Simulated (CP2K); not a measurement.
Runs of CP2K 2026.2 on GaN. It takes space group P6_3mc (No. 186, hexagonal). Conventional cell: a = 3.180 Å, b = 3.180 Å, c = 5.166 Å, α = 90.00°, β = 90.00°, γ = 120.00°. Ga (site symmetry 3m) is surrounded by 4 N at 1.94 to 1.95 Å. N (site symmetry 3m) is surrounded by 4 Ga at 1.94 to 1.95 Å. 

| level | potentials or basis | spin | smearing | NGRIDS | points a segment of the path (NPOINTS) | bands added on the path | soc after scf | CUTOFF of the grids | pressure (GPa) | largest force (eV/Å) |
| --- | --- | --- | --- | --- | --- | --- | --- | --- | --- | --- |
| PBE | GTH_SOC_POTENTIALS Ga GTH-PBE-q13, N GTH-PBE-q5; TZVP-MOLOPT-PBE-GTH basis | SOC, no magnetisation | fermi-dirac 0.1 eV | 5 | 6 | 6 | yes | 450 Ry | (a) | - |
| r2SCAN | POTENTIAL_UZH Ga GTH-SCAN-q13, N GTH-SCAN-q5; TZVP-MOLOPT-SCAN-GTH basis | off | fermi-dirac 0.0259 eV | 4 | 6 | 2 | - | 675 Ry | 2.9 | 0.16 |
| PBE | POTENTIAL_UZH Ga GTH-PBE-q13, N GTH-PBE-q5; TZVP-MOLOPT-PBE-GTH basis | off | fermi-dirac 0.01 eV | 5 | 8 | 2 | - | 450 Ry | 9.4 | - |
| LDA | GTH_POTENTIALS Ga GTH-PADE-q13, N GTH-PADE-q5; TZVP-MOLOPT-PBE-GTH basis | off | fermi-dirac 0.01 eV | 4 | 8 | 2 | - | 450 Ry | (b) | 0.12 |
| PBEsol | POTENTIAL_UZH Ga GTH-PBE-q13, N GTH-PBE-q5; TZVP-MOLOPT-PBE-GTH basis | off | fermi-dirac 0.0259 eV | 5 | 6 | 2 | - | 450 Ry | 4.1 | 0.13 |

Alike in all rows: task band structure; cell as given; k mesh 10 × 10 × 5.

Task: Estimate the missing entries.

Result: (a) 9.3; (b) -2.0.

Caveats: the basis of atomic orbitals isn't converged, which shifts pressures, moduli and gaps; the forces don't sum to zero, a sign of grid noise (some runs); the potentials were made for another functional, which shifts forces and pressure (some runs).
